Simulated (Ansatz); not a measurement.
# V: one input, then a changed one

The cell is COD entry 1534881, as deposited and not checked against the literature; nothing was relaxed. The listed cell was then made from it by scaling, straining or moving an atom.

First run: DFT, PBE, PAW with Ansatz's default frozen-core files, scalar-relativistic (Ansatz 0.2.0).

Command: `ansatz run input.yaml --threads 1 --pin off --max-ram 3072MiB --backend cpu --events-out ev --progress --plain --runs-dir out` The run took 4.7 s on 1 thread of Intel(R) Xeon(R) 6975P-C (Granite Rapids), on a shared host, peak memory 0.39 GiB.

```yaml
crystal:
  lattice:
    - [0.0, 1.8628751499, 1.8628751499]
    - [1.8628751499, 0.0, 1.8628751499]
    - [1.8628751499, 1.8628751499, 0.0]
  atoms:
    - { symbol: V, position: [0.0, 0.0, 0.0], spin: 1.5 }
magnetization:
  spin_polarized: true
kpoints:
  mp_grid: { grid: [16, 16, 16] }
scf:
  occupations: { method: fermi_dirac, width: 0.05 }
hamiltonian:
  xc: pbe
  pseudopotentials: { kind: paw }
output:
  forces: true
  stress: true
  eigenvalues: true
  efg: { contact_densities: true }
  write_density: true
  write_potential: true
  elf: true
  volumetric_format: npy
```

Result: converged; pressure 14.70 GPa; moment 0.00 μB; 11 SCF iterations.

The input is then changed:

```diff
@@ -11,8 +11,8 @@
   mp_grid: { grid: [16, 16, 16] }
 scf:
-  occupations: { method: fermi_dirac, width: 0.05 }
+  occupations: { method: methfessel_paxton, width: 0.2 }
 hamiltonian:
   xc: pbe
-  pseudopotentials: { kind: paw }
+  pseudopotentials: { kind: paw, source: ansatz }
 output:
   forces: true
@@ -20,7 +20,5 @@
   eigenvalues: true
   efg: { contact_densities: true }
-  write_density: true
-  write_potential: true
-  elf: true
-  volumetric_format: npy
+basis:
+  ecutwfc: "250 eV"
```

(1) What does the second run give?

Results:

(1) It converged; pressure 93.1 GPa; moment 0.00 μB; 12 SCF iterations. Some of these settings are too coarse for converged properties.
